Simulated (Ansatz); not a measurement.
Here is an Ansatz 0.2.0 calculation.

input.yaml

```yaml
crystal:
  lattice:
    - [3.179064, 0.0, 0.0]
    - [0.0, 3.179064, 0.0]
    - [0.0, 0.0, 3.179064]
  atoms:
    - { symbol: Ti, position: [0.0, 0.0, 0.0] }
    - { symbol: Al, position: [0.5, 0.5, 0.5] }
hamiltonian:
  xc: pbe
  pseudopotentials: { kind: paw }
kpoints:
  mp_grid: { grid: [8, 8, 8] }
scf:
  occupations: { method: gaussian, width: 0.021 }
output:
  forces: true
  stress: true
  eigenvalues: true
```

Potentials or basis: Ansatz PAW.

Launch:

```console
$ ansatz run input.yaml --threads 2 --pin off --max-ram 5632MiB --backend cpu --events-out ev --progress --plain --runs-dir out
```

Predict the band gap on the k mesh.

none (metal or under the smearing width).

Predict the pressure.

0.7 GPa.
